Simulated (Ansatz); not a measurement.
Input of an Ansatz 0.2.0 run:

The input input.yaml:

```yaml
crystal:
  lattice:
    - [3.232, 0.0, 0.0]
    - [-1.616, 2.798994105, 0.0]
    - [0.0, 0.0, 5.147]
  atoms:
    - { symbol: Zr, position: [0.6666666667, 0.3333333333, 0.75] }
    - { symbol: Zr, position: [0.3333333333, 0.6666666667, 0.25] }
kpoints:
  mp_grid: { grid: [9, 9, 5] }
scf:
  occupations: { method: fermi_dirac, width: 0.05 }
hamiltonian:
  xc: blyp
  dispersion: d4
  pseudopotentials: { kind: all_electron, lapw: { basis_error: 0.001 } }
output:
  forces: true
  stress: true
relax:
  f_tol: 0.02
  max_steps: 60
  cell: {}
```

Potentials or basis: all-electron LAPW, scalar-relativistic.

Launch:

```sh
$ ansatz run input.yaml --threads 1 --pin off --max-ram 3072MiB --backend cpu --events-out ev --progress --plain --runs-dir out
```

(1) Estimate the space group after relaxing (to 0.05 Å).

(2) Estimate the relaxed cell.

(3) What does it give for the relaxed volume?

Answers

(1) P6_3/mmc (No. 194).

(2) a = 3.232 Å, b = 3.232 Å, c = 5.198 Å, α = 90.00°, β = 90.00°, γ = 120.00°.

(3) 23.51 Å³/atom.
